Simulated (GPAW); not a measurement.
A run of GPAW 26.7.0 is set up as follows.

The input run.py:

```python
import numpy as np
from ase import Atoms
from ase.dft.bandgap import bandgap
from ase.io import write
from ase.units import GPa
from gpaw import GPAW, PW, setup_paths
from gpaw.spinorbit import soc_eigenstates

setup_paths.insert(0, '.')

atoms = Atoms(['Pt'],
              cell=[[0.0, 1.9609, 1.9609],
                    [1.9609, 0.0, 1.9609],
                    [1.9609, 1.9609, 0.0]],
              scaled_positions=[[0.0, 0.0, 0.0]],
              pbc=True)

calc = GPAW(mode=PW(600),
            xc='PBEsol',
            kpts={'size': (12, 12, 12), 'gamma': True},
            occupations={'name': 'fermi-dirac', 'width': 0.05},
            nbands=17,
            convergence={'density': 1e-05, 'energy': 1e-05},
            maxiter=150,
            txt='gpaw.txt')
atoms.calc = calc
energy = atoms.get_potential_energy()
forces = atoms.get_forces()
stress = atoms.get_stress()
calc.write('gs.gpw')
write('result.traj', atoms)
print(f'Energy: {energy:.6f} eV')
print('Forces (eV/A):')
print(forces.round(4))
print('Stress (GPa):', (stress / GPa).round(3))
print('Fermi level:', round(calc.get_fermi_level(), 4), 'eV')
print(f'Gap: {bandgap(calc)[0]:.4f} eV, direct: {bandgap(calc, direct=True)[0]:.4f} eV')

path = atoms.cell.bandpath('GXWKGLUWLK,UX', npoints=100, eps=1e-4)
bs_calc = calc.fixed_density(kpts=path, symmetry='off', nbands=25,
                             convergence={'bands': 'CBM+6.0', 'eigenstates': 1e-6}, txt='bands.txt')
bs = bs_calc.band_structure()
bs.write('bs.json')
print(f'Gap on the path: {bandgap(bs_calc)[0]:.4f} eV')

soc = soc_eigenstates(bs_calc, theta=90, phi=45)
np.savetxt('soc_bands.dat', soc.eigenvalues(), fmt='%.4f')
mesh = soc_eigenstates('gs.gpw', theta=90, phi=45)
np.savetxt('soc_mesh.dat', mesh.eigenvalues(), fmt='%.4f')
print('Fermi level with spin-orbit coupling:', round(mesh.fermi_level, 4), 'eV')
```

Potentials or basis: PAW data sets generated in the run's folder for this functional, pw.

Launch:

```sh
$ gpaw-setup -f PBEsol Pt
$ OMP_NUM_THREADS=1 python run.py
```

Estimate the band gap along the path.

none (metal or under the smearing width).

Predict the pressure.

-0.9 GPa.

Levels at the corners of the path, in eV from the Fermi level:
```csv
point,band 14,band 15,band 16,band 17,band 18,band 19
Γ,-3.29,-1.48,-1.48,-1.48,-1.48,14.99
X,0.03,1.08,1.08,1.71,1.71,8.94
W,-1.93,0.47,0.47,7.15,7.15,7.61
K,-1.38,-0.09,-0.09,5.70,5.70,6.84
Γ,-3.29,-1.48,-1.48,-1.48,-1.48,14.99
L,-0.45,-0.34,-0.34,0.36,0.36,5.91
U,-1.38,-0.09,-0.09,5.70,5.70,6.84
W,-1.93,0.47,0.47,7.15,7.15,7.61
L,-0.45,-0.34,-0.34,0.36,0.36,5.91
K,-1.38,-0.09,-0.09,5.70,5.70,6.84
U,-1.38,-0.09,-0.09,5.70,5.70,6.84
X,0.03,1.08,1.08,1.71,1.71,8.94
```

Caveat: spin-orbit coupling was added after a scalar SCF, so levels and gaps hold it while energy, forces, pressure and moments don't; this program's spin-orbit splittings come out too wide for heavy elements.
